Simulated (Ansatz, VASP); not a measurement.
One calculation of Ca, two programs

The input INCAR:

```
PREC = Accurate
ENCUT = 520
EDIFF = 1E-6
ISMEAR = 0
SIGMA = 0.1
LREAL = False
LASPH = True
NELM = 100
ALGO = Normal
ISIF = 2
LWAVE = False
LCHARG = False
GGA = PS
NBANDS = 11
```

Contents of KPOINTS:

```
regular mesh
0
Gamma
  12 12 12
```

Contents of POSCAR:

```
Ca
1.0
    3.5759774082      0.0000000000      0.0000000000
    0.0000000000      3.5759774082      0.0000000000
    0.0000000000      0.0000000000      3.5759774082
Ca
1
Direct
    0.0000000000      0.0000000000      0.0000000000
```

Input for Ansatz:

```yaml
crystal:
  lattice:
    - [3.5759774082, 0.0, 0.0]
    - [0.0, 3.5759774082, 0.0]
    - [0.0, 0.0, 3.5759774082]
  atoms:
    - { symbol: Ca, position: [0.0, 0.0, 0.0] }
basis:
  ecutwfc: 420
kpoints:
  mp_grid: { grid: [12, 12, 12] }
hamiltonian:
  xc: pbesol
scf:
  occupations: { method: gaussian, width: 0.1 }
output:
  forces: true
  stress: true
  eigenvalues: true
```

Alike in both runs: task single point; functional PBEsol; k mesh 12 × 12 × 12; occupations gaussian, width 0.1 eV; no spin polarisation.

|  | VASP | Ansatz |
| --- | --- | --- |
| version | VASP 6.6.1 | Ansatz 0.2.0 |
| potentials or method | VASP PAW PBE potentials, release 64 (Ca_sv) | scalar-relativistic, plane waves, PAW |
| plane-wave cutoff (eV) | 520 | 420 |
| valence electrons in the cell | 10 | 10 |

Ansatz gave:

* gap on the k mesh at the Fermi level (eV): none
* pressure (GPa): -1.0

Task: Which values does VASP return?

Result: gap on the k mesh at the Fermi level (eV): none; pressure (GPa): -1.1.

A gap of «none» marks a metal or a gap that the smearing closes.

Caveats: the PAW data sets were made with another functional, which shifts forces and pressure a little (VASP).
